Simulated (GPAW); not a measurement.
NaCl:

```xyz
2
Lattice="3.5022 0.0000 0.0000 0.0000 3.5022 0.0000 0.0000 0.0000 3.5022" Properties=species:S:1:pos:R:3 pbc="T T T"
Cl    1.7511    1.7511    1.7511
Na    0.0000    0.0000    0.0000
```

Measurements of this composition are mostly on another form, of space group No. 225.

```yaml
Program: GPAW 26.7.0
Task: relaxation of cell and atoms
Functional: revPBE
Potentials_or_basis: the program's PAW data sets (release 1.2.1) made for this functional
Cutoff: 800 eV
Basis: pw
k_mesh: 8 × 8 × 8
Occupations: fermi-dirac, width 0.05 eV
Spin: no spin polarisation
```

At the start: pressure 1.7 GPa; volume 21.48 Å³/atom.

Question: How do energy, volume and symmetry change on relaxing?

Answer: Over 3 steps the energy falls by 7.7 meV/atom and the volume is 22.89 Å³/atom (+6.6 %); space group Pm-3m (No. 221, to 0.05 Å).

The path:
```csv
step,energy change (eV),largest force (eV/Å),pressure (GPa),volume (Å³)
1,0.0000,0.0000,1.70,42.96
2,-0.0022,0.0000,1.56,43.17
3,-0.0155,0.0000,0.11,45.77
```

Final structure:
```cif
data_structure
_symmetry_space_group_name_H-M 'P 1'
_symmetry_Int_Tables_number 1
_cell_length_a 3.5772
_cell_length_b 3.5772
_cell_length_c 3.5772
_cell_angle_alpha 90.000
_cell_angle_beta 90.000
_cell_angle_gamma 90.000
_cell_volume 45.77
loop_
_atom_site_label
_atom_site_type_symbol
_atom_site_fract_x
_atom_site_fract_y
_atom_site_fract_z
_atom_site_occupancy
Cl1 Cl 0.50000 0.50000 0.50000 1
Na1 Na 0.00000 0.00000 0.00000 1
```

Caveat: later steps reuse the first step's grids.
